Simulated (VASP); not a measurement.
# LiF (Griceite) (Fm-3m) in VASP: settings compared, part 3 of 3

VASP 6.6.1. The steps go on from the part before.

**5. Band structure, HSE06**

POSCAR reads:

```
LiF
1.0
    0.0000000000      2.0140000000      2.0140000000
    2.0140000000      0.0000000000      2.0140000000
    2.0140000000      2.0140000000      0.0000000000
F Li
1 1
Direct
    0.5000000000      0.5000000000      0.5000000000
    0.0000000000      0.0000000000      0.0000000000
```

INCAR.step1 reads:

```
PREC = Accurate
ENCUT = 520
EDIFF = 1E-5
ISMEAR = 0
SIGMA = 0.02
LREAL = False
LASPH = True
NELM = 100
ALGO = Normal
ISIF = 2
LWAVE = True
LCHARG = False
GGA = PE
KPAR = 4
```

INCAR.step2 reads:

```
PREC = Accurate
ENCUT = 520
EDIFF = 1E-6
ISMEAR = 0
SIGMA = 0.02
LREAL = False
LASPH = True
NELM = 100
ALGO = Normal
ISIF = 2
LWAVE = False
LCHARG = False
GGA = PE
LHFCALC = True
HFSCREEN = 0.2
PRECFOCK = Fast
ISTART = 1
KPAR = 4
```

KPOINTS reads:

```
Automatic mesh
0
Gamma
  8 8 8
```

KPOINTS_OPT reads:

```
path GXWKGLUWLK,UX
12
line-mode
reciprocal
 0.0000000000  0.0000000000  0.0000000000  G
 0.5000000000  0.0000000000  0.5000000000  X

 0.5000000000  0.0000000000  0.5000000000  X
 0.5000000000  0.2500000000  0.7500000000  W

 0.5000000000  0.2500000000  0.7500000000  W
 0.3750000000  0.3750000000  0.7500000000  K

 0.3750000000  0.3750000000  0.7500000000  K
 0.0000000000  0.0000000000  0.0000000000  G

 0.0000000000  0.0000000000  0.0000000000  G
 0.5000000000  0.5000000000  0.5000000000  L

 0.5000000000  0.5000000000  0.5000000000  L
 0.6250000000  0.2500000000  0.6250000000  U

 0.6250000000  0.2500000000  0.6250000000  U
 0.5000000000  0.2500000000  0.7500000000  W

 0.5000000000  0.2500000000  0.7500000000  W
 0.5000000000  0.5000000000  0.5000000000  L

 0.5000000000  0.5000000000  0.5000000000  L
 0.3750000000  0.3750000000  0.7500000000  K

 0.6250000000  0.2500000000  0.6250000000  U
 0.5000000000  0.0000000000  0.5000000000  X
```

Potentials or basis: VASP PAW PBE potentials, release 64 (F, Li_sv).

Launch:

```bash
cat potpaw_PBE.64/F/POTCAR potpaw_PBE.64/Li_sv/POTCAR > POTCAR
cp INCAR.step1 INCAR
mpirun -np 4 vasp_std > vasp.out
cp INCAR.step2 INCAR
mpirun -np 4 vasp_std > vasp.out
```

Wall time 8.2 min (4 MPI ranks of AMD EPYC 9R45 (Zen 5), shared host); peak memory 0.26 GiB.

Results (log left out):

```
Free energy             : -11.4046 eV
Band gap on the k mesh  : 11.41 eV, direct
Band gap along the path : 11.41 eV, direct
```

Levels at the corners of the path, in eV from the valence-band top:
```csv
point,band 2,band 3,band 4,band 5,band 6,band 7,band 8,band 9
Γ,-21.58,0.00,0.00,0.00,11.41,26.64,26.67,26.83
X,-20.85,-3.12,-1.05,-1.05,17.42,18.79,20.01,22.97
X,-20.85,-3.12,-1.05,-1.05,17.42,18.79,20.01,22.97
W,-20.88,-2.16,-2.16,-0.85,17.58,17.58,20.00,21.92
W,-20.88,-2.16,-2.16,-0.85,17.58,17.58,20.00,21.92
K,-20.89,-2.60,-1.64,-0.78,16.93,17.48,21.04,22.32
K,-20.89,-2.60,-1.64,-0.78,16.93,17.48,21.04,22.32
Γ,-21.58,0.00,0.00,0.00,11.41,26.63,26.69,26.83
Γ,-21.58,0.00,0.00,0.00,11.41,26.63,26.64,26.85
L,-21.12,-2.66,-0.25,-0.25,13.13,19.42,21.41,21.41
L,-21.12,-2.66,-0.25,-0.25,13.13,19.42,21.41,21.41
U,-20.89,-2.60,-1.64,-0.78,16.93,17.48,21.04,22.32
U,-20.89,-2.60,-1.64,-0.78,16.93,17.48,21.04,22.32
W,-20.88,-2.16,-2.16,-0.85,17.58,17.58,20.00,21.92
W,-20.88,-2.16,-2.16,-0.85,17.58,17.58,20.00,21.92
L,-21.12,-2.66,-0.25,-0.25,13.13,19.42,21.41,21.41
L,-21.12,-2.66,-0.25,-0.25,13.13,19.42,21.41,21.41
K,-20.89,-2.60,-1.64,-0.78,16.93,17.48,21.04,22.32
U,-20.89,-2.60,-1.64,-0.78,16.93,17.48,21.04,22.32
X,-20.85,-3.12,-1.05,-1.05,17.42,18.79,20.01,22.97
```

Caveat: the cutoff is under 1.25 times the usual one of these potentials, so pressure, stress and relaxed cells hold a basis-set (Pulay) error; the PAW data sets were made with another functional, which shifts forces and pressure a little.

**6. Band structure, HSE03**

POSCAR is that of step 5.

INCAR.step1 is that of step 5.

Changes to INCAR.step2 since step 5:

```diff
@@ -14,3 +14,3 @@
 LHFCALC = True
-HFSCREEN = 0.2
+HFSCREEN = 0.3
 PRECFOCK = Fast
```

KPOINTS is that of step 5.

KPOINTS_OPT is that of step 5.

Potentials or basis: VASP PAW PBE potentials, release 64 (F, Li_sv).

Launch:

```bash
cat potpaw_PBE.64/F/POTCAR potpaw_PBE.64/Li_sv/POTCAR > POTCAR
cp INCAR.step1 INCAR
mpirun -np 4 vasp_std > vasp.out
cp INCAR.step2 INCAR
mpirun -np 4 vasp_std > vasp.out
```

OUTCAR:

```text
PREC = Accurate
   ENCUT = 520
   EDIFF = 1E-6
   ISMEAR = 0
   LREAL = False
   LASPH = True
   NELM = 100
   ISIF = 2
   GGA = PE
   LHFCALC = True
   HFSCREEN = 0.3
   PRECFOCK = Fast
   ISTART = 1

 ion  position               nearest neighbor table
   1  0.500  0.500  0.500-   2 2.01   2 2.01   2 2.01   2 2.01   2 2.01   2 2.01
   2  0.000  0.000  0.000-   1 2.01   1 2.01   1 2.01   1 2.01   1 2.01   1 2.01

  LATTYP: Found a face centered cubic cell.
 ALAT       =     4.0280000000

  Lattice vectors:

 A1 = (   0.0000000000,   2.0140000000,   2.0140000000)
 A2 = (   2.0140000000,   0.0000000000,   2.0140000000)
 A3 = (   2.0140000000,   2.0140000000,   0.0000000000)

Analysis of symmetry for initial positions (statically):
=====================================================================
 Subroutine PRICEL returns:
 Original cell was already a primitive cell.

 Routine SETGRP: Setting up the symmetry group for a
 face centered cubic supercell.

 Subroutine GETGRP returns: Found 48 space group operations
 (whereof 48 operations were pure point group operations)
 out of a pool of 48 trial point group operations.

The static configuration has the point symmetry O_h .

[... 169 lines left out ...]

 E-fermi :  -2.4592     XC(G=0):  -8.3178

 val. band max:       -2.5628782648   @ k =   0.0000   0.0000   0.0000
 cond. band min:       8.5347645009   @ k =   0.0000   0.0000   0.0000
 fundamental gap:     11.0976427657
 Fermi energy:        -2.4591684510

 k-point     1 :       0.0000    0.0000    0.0000
  band No.  band energies     occupation
      1     -45.5197      2.00000
      2     -24.1146      2.00000
      3      -2.5629      2.00000
      4      -2.5629      2.00000
      5      -2.5629      2.00000
      6       8.5348      0.00000
      7      23.7187      0.00000
      8      23.7187      0.00000
      9      23.7188      0.00000
[... 265 lines left out ...]
 k-point    24 :      -0.3750    0.2500    0.1250
  band No.  band energies     occupation
      1     -45.4516      2.00000
      2     -23.5389      2.00000
      3      -4.9914      2.00000
      4      -3.8276      2.00000
      5      -3.0732      2.00000
      6      12.0445      0.00000
      7      15.4173      0.00000
      8      18.6346      0.00000
      9      18.9001      0.00000

 [... further k-points ...]
[... 5 lines left out ...]
  --------------------------------------------------------------------------------------
  -------------------------------------------------------------------------------------
  Total       -0.1025775     -0.1025775     -0.1025775      0.0000000      0.0000000      0.0000000
  in kB      -10.0589843    -10.0589843    -10.0589843      0.0000000      0.0000000      0.0000000
  external PRESSURE =     -10.0589843 kB  Pullay stress =       0.0000000 kB

 VOLUME and BASIS-vectors are now :
 -----------------------------------------------------------------------------
  energy-cutoff  :      520.00
  volume of cell :       16.34
      direct lattice vectors                 reciprocal lattice vectors
     0.000000000  2.014000000  2.014000000    -0.248262165  0.248262165  0.248262165
     2.014000000  0.000000000  2.014000000     0.248262165 -0.248262165  0.248262165
     2.014000000  2.014000000  0.000000000     0.248262165  0.248262165 -0.248262165

 POSITION                                       TOTAL-FORCE (eV/Angst)
 -----------------------------------------------------------------------------------
      2.01400      2.01400      2.01400         0.000000      0.000000      0.000000
      0.00000      0.00000      0.00000        -0.000000     -0.000000      0.000000
 -----------------------------------------------------------------------------------
    total drift:                               -0.000001     -0.000001     -0.000001

  FREE ENERGIE OF THE ION-ELECTRON SYSTEM (eV)
  ---------------------------------------------------
  free  energy   TOTEN  =       -11.1986226941 eV

  energy  without entropy=      -11.1986226941  energy(sigma->0) =      -11.19862269
```

OSZICAR.step1:

```text
N       E                     dE             d eps       ncg     rms          rms(c)
DAV:   1     0.295758505821E+02    0.29576E+02   -0.57805E+03   554   0.112E+03
DAV:   2    -0.927142092482E+01   -0.38847E+02   -0.38590E+02   558   0.206E+02
DAV:   3    -0.101431253275E+02   -0.87170E+00   -0.87098E+00   754   0.295E+01
DAV:   4    -0.101482426333E+02   -0.51173E-02   -0.51165E-02   645   0.229E+00
DAV:   5    -0.101482662802E+02   -0.23647E-04   -0.23647E-04   716   0.111E-01    0.454E+00
DAV:   6    -0.962640994090E+01    0.52186E+00   -0.28076E+00   531   0.131E+01    0.140E+00
DAV:   7    -0.963060939535E+01   -0.41995E-02   -0.19200E-02   709   0.156E+00    0.854E-01
DAV:   8    -0.963743384612E+01   -0.68245E-02   -0.16143E-02   720   0.166E+00    0.975E-02
DAV:   9    -0.963753322126E+01   -0.99375E-04   -0.81115E-04   574   0.311E-01    0.409E-02
DAV:  10    -0.963759869859E+01   -0.65477E-04   -0.13954E-04   568   0.114E-01    0.728E-03
DAV:  11    -0.963760127480E+01   -0.25762E-05   -0.26010E-06   481   0.215E-02
   1 F= -.96376013E+01 E0= -.96376013E+01  d E =-.615788E-28
```

Run time: 8.2 min. Hardware: 4 MPI ranks of AMD EPYC 9R45 (Zen 5), shared host; peak memory 0.26 GiB.

What came out:

* Free energy: -11.1986 eV
* Band gap on the k mesh: 11.10 eV, direct
* Band gap along the path: 11.10 eV, direct

Levels at the corners of the path, in eV from the valence-band top:
```csv
point,band 1,band 2,band 3,band 4,band 5,band 6,band 7,band 8,band 9
Γ,-42.96,-21.55,0.00,0.00,0.00,11.10,26.29,26.32,26.49
X,-42.88,-20.83,-3.10,-1.05,-1.05,17.08,18.47,19.67,22.62
X,-42.88,-20.83,-3.10,-1.05,-1.05,17.08,18.47,19.67,22.62
W,-42.88,-20.85,-2.15,-2.15,-0.85,17.25,17.25,19.66,21.58
W,-42.88,-20.85,-2.15,-2.15,-0.85,17.25,17.25,19.66,21.58
K,-42.88,-20.87,-2.58,-1.63,-0.77,16.61,17.14,20.71,21.97
K,-42.88,-20.87,-2.58,-1.63,-0.77,16.61,17.14,20.71,21.97
Γ,-42.96,-21.55,0.00,0.00,0.00,11.10,26.28,26.34,26.49
Γ,-42.96,-21.55,0.00,0.00,0.00,11.10,26.28,26.29,26.51
L,-42.90,-21.10,-2.64,-0.25,-0.25,12.81,19.08,21.08,21.08
L,-42.90,-21.10,-2.64,-0.25,-0.25,12.81,19.08,21.08,21.08
U,-42.88,-20.87,-2.58,-1.63,-0.77,16.61,17.14,20.71,21.97
U,-42.88,-20.87,-2.58,-1.63,-0.77,16.61,17.14,20.71,21.97
W,-42.88,-20.85,-2.15,-2.15,-0.85,17.25,17.25,19.66,21.58
W,-42.88,-20.85,-2.15,-2.15,-0.85,17.25,17.25,19.66,21.58
L,-42.90,-21.10,-2.64,-0.25,-0.25,12.81,19.08,21.08,21.08
L,-42.90,-21.10,-2.64,-0.25,-0.25,12.81,19.08,21.08,21.08
K,-42.88,-20.87,-2.58,-1.63,-0.77,16.61,17.14,20.71,21.97
U,-42.88,-20.87,-2.58,-1.63,-0.77,16.61,17.14,20.71,21.97
X,-42.88,-20.83,-3.10,-1.05,-1.05,17.08,18.47,19.67,22.62
```

Caveat: the cutoff is under 1.25 times the usual one of these potentials, so pressure, stress and relaxed cells hold a basis-set (Pulay) error; the PAW data sets were made with another functional, which shifts forces and pressure a little.

**7. Overview**

| task | level | potentials or basis | k mesh | cutoff (eV) | smearing | cutoff of the response function | frequency points | empty bands | GW scheme | GW iterations | mesh quality | gap on the mesh (eV) |
| --- | --- | --- | --- | --- | --- | --- | --- | --- | --- | --- | --- | --- |
| optical spectrum | optPBE-vdW | VASP PAW PBE potentials, release 64 (F_h, Li_sv) | 11 × 11 × 11 | 900 | gaussian 0.05 eV | - | - | - | - | - | not flagged | 9.33 |
| QSGW0 quasiparticle levels | PBEsol | VASP PAW PBE potentials, release 64 (F_GW, Li_GW) | 5 × 5 × 5 | 500 | gaussian 0.01 eV | 100 | 64 | 54 | QSGW0 | 4 | coarse | - |
| band structure | HSE06 | VASP PAW PBE potentials, release 64 (F, Li_sv) | 8 × 8 × 8 | 520 | gaussian 0.02 eV | - | - | - | - | - | not flagged | 11.41 |
| band structure | HSE03 | VASP PAW PBE potentials, release 64 (F, Li_sv) | 8 × 8 × 8 | 520 | gaussian 0.02 eV | - | - | - | - | - | not flagged | 11.10 |

Alike in all rows: no spin polarisation; cell as given.

Caveats: some runs use coarse meshes; the cutoff is under 1.25 times the usual one of these potentials, so pressure, stress and relaxed cells hold a basis-set (Pulay) error; the PAW data sets were made with another functional, which shifts forces and pressure a little; spectra need much finer meshes, so this one isn't converged (some runs); independent-particle spectra lack excitons (some runs); an odd mesh through Γ misses points on the zone boundary, where band edges often lie (some runs); bands, screening cutoff and mesh are small and nothing is extrapolated, so the quasiparticle values aren't converged (some runs).

Absolute energies hang on the potentials; compare differences alone.
